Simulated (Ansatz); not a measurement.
**Effect of isotropic strain −1.99 % on InN**

Base system: InN in the wurtzite structure (space group P6_3mc, No. 186; a = 3.537 Å, c = 5.714 Å).

Perturbation: every lattice vector is shortened by 1.99 %, atoms relaxed at fixed cell.

Level of theory: Kohn–Sham DFT with the PBEsol functional, run in Ansatz (a quantum-chemistry and plane-wave program) with PAW and 420 eV plane waves, spin-orbit coupling left out, earlier PAW set. Γ-centred 11×11×6 mesh, Fermi–Dirac width 0.05 eV.

The space group is still P6_3mc (No. 186) and the shortest interatomic distance falls by 0.043 Å to 2.113 Å. The energy grows by 25 meV/atom and the pressure (mean of the normal stresses, compression positive) goes from zero to 9.4 GPa. The band gap is still zero.

Cost of the whole job for the changed cell (relaxation, final SCF and bands): around 18 core-seconds (rough).

Whether these cells are dynamically stable was not tested. All final runs are without spin polarisation. A zero or small gap of InN can be the functional's error rather than a property of the material.
